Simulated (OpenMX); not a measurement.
## Ag in OpenMX: convergence with VNA

Ag:

```
CELL_PARAMETERS angstrom
2.93000 0.00000 0.00000
-1.46500 2.53745 0.00000
0.00000 0.00000 4.79000
ATOMIC_POSITIONS crystal
Ag 0.61563 0.27565 0.77042
Ag 0.29283 0.59653 0.27860
```

This isn't the form of Ag at room conditions, which is fcc.

The cell isn't the ideal one: atoms moved at random, drawn with an rms of 0.15 Å.

| Item | Value |
| --- | --- |
| Program | OpenMX 3.8.5 |
| Task | convergence study |
| Functional | LDA |
| Potentials or basis | OpenMX 2013 LDA set, Ag7.0-s3p2d1, grid cutoff 400 Ry |
| k mesh | 7 × 7 × 5 |
| Occupations | fermi-dirac, width 0.05 eV |
| Spin | no spin polarisation |

These are the settings of the first run; the series varies VNA, with any setting tied to it.

Hardware: 1 thread of Intel(R) Xeon(R) 6975P-C (Granite Rapids), with other jobs on the host.

| VNA | energy less the tightest run, at zero smearing (meV/atom) | pressure (GPa) | largest force (eV/Å) | SCF cycles | CPU time (s) | peak memory (GiB) |
| --- | --- | --- | --- | --- | --- | --- |
| 1 3 | 172.18 | -4.84 | 0.189 | 14 | 34 | 0.45 |
| 2 4 | 39.44 | -7.96 | 0.196 | 14 | 34 | 0.45 |
| 3 6 | 20.35 | -8.38 | 0.194 | 14 | 38 | 0.46 |
| 4 8 | 10.03 | -8.75 | 0.191 | 14 | 44 | 0.47 |
| 5 10 | 6.89 | -8.79 | 0.190 | 14 | 54 | 0.49 |
| 6 12 | 3.19 | -8.81 | 0.189 | 14 | 72 | 0.55 |
| 6 16 | 0.00 | -8.83 | 0.189 | 14 | 90 | 0.53 |

Against the tightest run, the pressure stays within 0.1 GPa from 4 8 on; the largest force stays within 0.005 eV/Å from 3 6 on. Not settled before the last step: the energy (to 1 meV/atom). The tightest run that finished is the yardstick and may itself not be fully converged.

Caveat, for the tightest run too: the basis of atomic orbitals isn't converged, which shifts pressures, moduli and gaps.
